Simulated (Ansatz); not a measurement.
# InAs: course of a relaxation

Level of theory: Ansatz, DFT PBEsol, scalar-relativistic, plane waves, PAW. Run with 420 eV cutoff, 12×12×10 k-mesh, Gaussian smearing of 0.10 eV, no spin polarisation.

What was changed: biaxial strain in the a-b plane, c and atoms relaxed: -2.0 %.

Command:

```bash
ansatz run input.yaml --threads 1 --pin off --max-ram 2560MiB --backend cpu --events-out ev --progress --plain --runs-dir out
```

Input:

```yaml
crystal:
  lattice:
    - [2.9827045071, 2.9827045071, 0.0]
    - [-2.9827045071, 2.9827045071, 0.0]
    - [0.0, 0.0, 6.16019788]
  atoms:
    - { symbol: In, position: [0.5, 0.0, 0.25] }
    - { symbol: In, position: [0.0, 0.5, 0.75] }
    - { symbol: As, position: [0.0, 0.0, 0.0] }
    - { symbol: As, position: [0.5, 0.5, 0.5] }
basis:
  ecutwfc: 420
kpoints:
  mp_grid: { grid: [12, 12, 10] }
hamiltonian:
  xc: pbesol
scf:
  occupations: { method: gaussian, width: 0.1 }
output:
  forces: true
  stress: true
  eigenvalues: true
relax:
  adjacent_minimum: "off"
  f_tol: 0.008
  max_steps: 40
  cell: { stress_tol: 0.015, fix: [a, b, gamma] }
```

F is the free energy. Steps run on the plane waves of an earlier cell, but the last one, and at times one on the way, on a freshly chosen basis, so a repeated geometry can differ a little in energy. The held parts of the cell keep their stress, so P needn't end at zero.

Steps:

```json
{"step": "1", "F − F(1) (eV)": "0.0000", "largest force component (eV/Å)": "0.000", "V (Å³/atom)": "27.402", "P (GPa)": "1.67"}
{"step": "2", "F − F(1) (eV)": "-0.0025", "largest force component (eV/Å)": "0.000", "V (Å³/atom)": "27.736", "P (GPa)": "0.90"}
{"step": "3", "F − F(1) (eV)": "-0.0028", "largest force component (eV/Å)": "0.000", "V (Å³/atom)": "27.672", "P (GPa)": "1.04"}
{"step": "4", "F − F(1) (eV)": "-0.0030", "largest force component (eV/Å)": "0.000", "V (Å³/atom)": "27.672", "P (GPa)": "1.04"}
```

Relaxed structure:

```xyz
4
Lattice="2.9827 2.9827 0.0000 -2.9827 2.9827 0.0000 0.0000 0.0000 6.2209" Properties=species:S:1:pos:R:3 pbc="T T T"
In    1.4914    1.4914    1.5552
In   -1.4914    1.4914    4.6657
As    0.0000    0.0000    0.0000
As    0.0000    2.9827    3.1105
```

It takes space group I-4m2 (No. 119, tetragonal). Conventional cell: a = 4.218 Å, b = 4.218 Å, c = 6.221 Å, α = 90.00°, β = 90.00°, γ = 90.00°. In (site symmetry -4m2) has 4 As at 2.62 Å as nearest neighbours. As (site symmetry -4m2) is surrounded by 4 In at 2.62 Å.

The run converged. Time: 2.4 min on 1 thread of Intel(R) Xeon(R) Platinum 8488C (Sapphire Rapids), with other jobs on the host, peak memory 0.77 GiB.